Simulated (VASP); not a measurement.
CuI (Marshite): G0W0 quasiparticle levels with LDA

Crystal: CuI (Marshite).

```xyz
2
Lattice="0.0000 3.0315 3.0315 3.0315 0.0000 3.0315 3.0315 3.0315 0.0000" Properties=species:S:1:pos:R:3 pbc="T T T"
I     0.0000    0.0000    0.0000
Cu    4.5473    4.5473    4.5473
```

```
Program                         : VASP 6.6.1
Task                            : G0W0 quasiparticle levels
Functional                      : LDA
Potentials or basis             : VASP PAW LDA potentials, release 64 (I_GW, Cu_GW)
Cutoff                          : 500 eV
k mesh                          : 4 × 4 × 4
Occupations                     : gaussian, width 0.01 eV
Spin                            : no spin polarisation
Ladder                          : free
GW scheme                       : G0W0
GW iterations                   : 1
Cutoff of the response function : 150
Frequency points                : 50
Empty bands                     : 232
Further INCAR settings          : ALGO = EVGW0; EDIFF = 1e-08; NBANDS = 241
```

The band gap on the k mesh, mean-field level is 0.96 eV, direct and the quasiparticle gap is 2.14 eV. The least direct quasiparticle gap is 2.14 eV.

Levels at points of the mesh, in eV from the valence-band top:
```tsv
k point	band 7	band 8	band 9	band 10	band 11	band 12
(0.00, 0.00, 0.00)	0.00	0.00	0.00	0.96	4.87	4.87
(0.50, 0.00, 0.00)	-1.85	-0.73	-0.73	2.04	5.40	5.40
(0.50, 0.50, 0.00)	-1.84	-1.55	-1.55	2.60	2.84	9.02
```

Run time: 3.2 min on 4 MPI ranks on Intel(R) Xeon(R) Platinum 8259CL CPU @ 2.50GHz (Skylake/Cascade Lake), on a shared host, peak memory 0.61 GiB a rank.

Caveat: the k mesh is coarse (spacing up to 0.45 Å⁻¹), so the values aren't converged; bands, screening cutoff and mesh are small and nothing is extrapolated, so the quasiparticle values aren't converged; spin-orbit coupling is left out, which moves the levels of the heavy elements.
